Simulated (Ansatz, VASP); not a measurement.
Sr: VASP beside Ansatz

Contents of INCAR:

```
PREC = Accurate ; ENCUT = 520
EDIFF = 1E-7 ; ISMEAR = 1
SIGMA = 0.03 ; LREAL = False
LASPH = True ; NELM = 80
ALGO = Fast ; ISIF = 2
LWAVE = False ; LCHARG = False
GGA = PE ; NBANDS = 11
```

File KPOINTS:

```
Automatic mesh
0
Gamma
  4 4 4
```

POSCAR

```
Sr
1.0
   -2.4250000000      2.4250000000      2.4250000000
    2.4250000000     -2.4250000000      2.4250000000
    2.4250000000      2.4250000000     -2.4250000000
Sr
1
Direct
    0.0000000000      0.0000000000      0.0000000000
```

Input for Ansatz:

```yaml
crystal:
  lattice:
    - [-2.425, 2.425, 2.425]
    - [2.425, -2.425, 2.425]
    - [2.425, 2.425, -2.425]
  atoms:
    - { symbol: Sr, position: [0.0, 0.0, 0.0] }
basis:
  ecutwfc: 420
kpoints:
  mp_grid: { grid: [4, 4, 4] }
hamiltonian:
  xc: pbe
scf:
  occupations: { method: methfessel_paxton, width: 0.03 }
  mixing: { beta: 0.75, ndim: 3, preconditioner: kerker_dos }
  initial_density: { chi_scale: 0, normalization: atom }
  max_iter: 83
output:
  forces: true
  stress: true
  eigenvalues: true
```

Alike in both runs: task single point; functional PBE; k mesh 4 × 4 × 4; occupations methfessel-paxton of order 1, width 0.03 eV; no spin polarisation.

```csv
,VASP,Ansatz
version,VASP 6.6.1,Ansatz 0.2.0
potentials or method,"VASP PAW PBE potentials, release 64 (Sr_sv)","scalar-relativistic, plane waves, PAW"
plane-wave cutoff (eV),520,420
valence electrons in the cell,10,10
```

|  | VASP | Ansatz | Ansatz less VASP |
| --- | --- | --- | --- |
| gap on the k mesh at the Fermi level (eV) | none | none | - |
| pressure (GPa) | -0.9 | -0.9 | -0.01 |

A gap of «none» marks a metal or a gap that the smearing closes. The functional is the same, so the differences come from potentials, cutoffs and numerics.

Caveats: the k mesh is coarse (spacing up to 0.46 Å⁻¹), so the values aren't converged.
